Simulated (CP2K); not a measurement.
TaN:

```
Ta N
1.0
     3.12728    0.00000    0.00000
     1.56364    2.70831    0.00000
     1.56364    0.90277    2.55342
Ta N
1 1
Cartesian
  3.1273 1.8055 1.2767
  0.0000 0.0000 0.0000
```

The cell comes from a database or a generator and needn't be the stable form of this composition.

Base run:

- Program: CP2K 2026.2
- Functional: AM05
- Potentials or basis: POTENTIAL_UZH Ta GTH-PBE-q13, N GTH-PBE-q5; TZVP-MOLOPT-PBE-GTH basis
- Density cutoff: 9184 eV
- k mesh: 10 × 10 × 10
- Occupations: fermi-dirac, width 0.05 eV
- Spin: no spin polarisation

Its results: band gap on the k mesh none (metal or under the smearing width); pressure -14.5 GPa.

Problem. The run is repeated on the same cell with these changes: functional from AM05 to SCAN. What comes out?

Solution. Band gap on the k mesh none (metal or under the smearing width); pressure -9.5 GPa.

Caveats: the potentials were made for another functional, which shifts forces and pressure; the basis of atomic orbitals isn't converged, which shifts pressures, moduli and gaps.

Not every run made on this cell is shown here.
